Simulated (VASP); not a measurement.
# BN: RPA energy

BN, R3m (no. 160), 2 atoms in the cell. PBE, RPA; PAW potentials N_GW, B_GW (PBE set).

Procedure: all-in-one.

## Input

INCAR.step1:
```
SYSTEM = BN
ISMEAR   = 0              ! smearing method
SIGMA    = 0.05           ! smearing width, eV
EDIFF    = 1E-8           ! SCF threshold, eV
PREC     = Accurate       ! precision mode
LASPH    = .True.         ! aspherical terms in the spheres
LREAL    = .False.        ! projectors in reciprocal space
LCHARG   = .False.        ! write CHGCAR
ENCUT    = 450            ! plane-wave cutoff, eV
GGA      = PE             ! functional
LWAVE    = .True.         ! write WAVECAR
ALGO     = Normal         ! electronic algorithm
```

INCAR.step2, as INCAR.step1 but for:
```
- LWAVE = .True.
- ALGO = Normal
+ ALGO = G0W0R
+ NOMEGA = 12
+ LOPTICS = .True.
+ LWAVE = .False.
+ LFOCKSTD = .True.
+ MAXMEM = 3000
+ LSINGLES = .True.
+ NATURALO = 2
```

KPOINTS:
```
k-points
0
Gamma
  3 3 3
```

POSCAR:
```
BN
1.0
    1.2511217832      0.7223354983      3.3729344033
   -1.2511217832      0.7223354983      3.3729344033
    0.0000000000     -1.4446709966      3.3729344033
N B
1 1
Direct
    0.6672382000      0.6672382000      0.6672382000
    0.0003288000      0.0003288000      0.0003288000
```

Commands (each step's output is kept before the next begins):
```
cat potpaw_PBE.64/N_GW/POTCAR potpaw_PBE.64/B_GW/POTCAR > POTCAR
cp INCAR.step1 INCAR
mpirun -np 4 vasp_std > vasp.out
cp INCAR.step2 INCAR
mpirun -np 4 vasp_std > vasp.out
```

## Result

- RPA correlation energy, extrapolated (eV): -13.023
- Correlation energy at the largest cutoff (eV): -12.190
- Total energy with exact exchange and no correlation (eV): -30.492
- Total energy in the RPA (eV): -43.516
- Singles (eV): -0.337
- Renormalised singles (eV): -0.338
- GW singles (eV): -0.299
- Gap of the starting orbitals on the mesh (eV): 4.66

Correlation energy against the response cutoff (eV per cell); the program extrapolates from these:

| ENCUTGW (eV) | Correlation energy |
|---|---|
| 300 | -12.19 |
| 285.7 | -12.13 |
| 272.1 | -12.06 |
| 259.2 | -11.99 |
| 246.8 | -11.91 |
| 235.1 | -11.82 |
| 223.9 | -11.73 |
| 213.2 | -11.63 |

Limits: The cell's absolute correlation energy isn't converged; only differences at like settings carry meaning.

VASP 6.6.1 took 106 s on 4 cores (Intel Xeon Platinum 8259CL @ 2.50GHz (Skylake/Cascade Lake)), a shared host.
